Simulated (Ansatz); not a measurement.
MgO2 under changes of volume

One of the cells (9.382 Å³/atom); the others are scaled copies at fixed shape and fractional positions:

```
CELL_PARAMETERS angstrom
4.82861 0.00000 0.00000
0.00000 4.82861 0.00000
0.00000 0.00000 4.82861
ATOMIC_POSITIONS crystal
Mg 0.00000 0.00000 0.00000
Mg 0.50000 0.00000 0.50000
Mg 0.50000 0.50000 0.00000
Mg 0.00000 0.50000 0.50000
O 0.58942 0.91058 0.08942
O 0.91058 0.08942 0.58942
O 0.08942 0.58942 0.91058
O 0.41058 0.41058 0.41058
O 0.58942 0.58942 0.58942
O 0.91058 0.41058 0.08942
O 0.08942 0.91058 0.41058
O 0.41058 0.08942 0.91058
```

The cell is a database's computed one.

```yaml
Program: Ansatz 0.2.0
Functional: BLYP
Dispersion: D3(BJ)
Potentials_or_basis: Ansatz PAW
Cutoff: "420 eV (not typed: the program's choice for these potentials)"
k_mesh: 6 × 6 × 6
Occupations: fermi-dirac, width 0.05 eV
Spin: no spin polarisation
```

```tsv
volume (Å³/atom)	energy over the lowest point (meV/atom)	pressure (GPa)	gap on the mesh (eV)	largest force (eV/Å)
8.819	25.27	12.7	4.47	0.757
9.007	?	?	?	?
9.194	4.73	5.2	4.21	0.466
9.382	0.56	2.0	4.09	0.335
9.569	0.00	-1.0	3.98	0.212
9.757	2.72	-3.6	3.87	0.097
9.945	8.26	-5.9	3.76	0.012
```

**Question.** What does the run at 9.007 Å³/atom give?

**Answer.** Energy over the lowest point 12.82 meV/atom; pressure 8.7 GPa; gap on the mesh 4.34 eV; largest force 0.606 eV/Å.

Worked out: A Birch-Murnaghan fit of order 3 (a polynomial in V^(-2/3)) to the other rows has its minimum at 9.51 Å³/atom with B0 = V·E''(V) = 144 GPa and B' = 4.2 at fixed shape and positions, which overstates the stiffness. It gives 12.77 meV/atom at 9.007 Å³/atom, against the run's 12.82, and -dE/dV = 8.7 GPa, against 8.7. A straight line through the other rows of the gap, of slope -5.88 eV per unit of ln V, gives 4.34 eV, against the run's 4.34.

Energies are extrapolated to zero smearing.

Caveats: the PAW data sets come from PBE, with cores solved anew for the run's functional, which leaves a small shift of forces and pressure.

A mesh can miss the band edges.
